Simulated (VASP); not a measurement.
GaN, 2 atoms in the cell. Symmetry: F-43m, No. 216, cubic system. The conventional cell has a = 4.494 Å, b = 4.494 Å, c = 4.494 Å, α = 90.00°, β = 90.00°, γ = 90.00°. Around Ga (site symmetry -43m) lie 4 N at 1.95 Å. N (site symmetry -43m) is surrounded by 4 Ga at 1.95 Å. The cell was built by a generator and needn't be a form met in nature.

```yaml
Program: VASP 6.6.1
Task: relaxation of cell and atoms
Functional: PBEsol
Potentials_or_basis: VASP PAW PBE potentials, release 64 (Ga_d, N)
Cutoff: 600 eV
k_mesh: 14 × 14 × 14
Occupations: gaussian, width 0.03 eV
Spin: no spin polarisation
Further_INCAR_settings: ALGO = Normal; EDIFF = 1e-07; IBRION = 2; EDIFFG = -0.005; NSW = 90; ISIF = 3
```

Potentials or basis: VASP PAW PBE potentials, release 64 (Ga_d, N).

Run with:

```bash
$ cat potpaw_PBE.64/Ga_d/POTCAR potpaw_PBE.64/N/POTCAR > POTCAR
$ mpirun -np 8 vasp_std > vasp.out
```

Hardware: 8 MPI ranks on Intel(R) Xeon(R) Platinum 8259CL CPU @ 2.50GHz (Skylake/Cascade Lake) (shared host).

Question: How long does it take, and how much memory?

Answer: Run time: 21 s on 8 MPI ranks on Intel(R) Xeon(R) Platinum 8259CL CPU @ 2.50GHz (Skylake/Cascade Lake), with other jobs on the host, peak memory 0.2 GiB a rank. Counts: scf iterations 24, k points 104, ion steps 3.
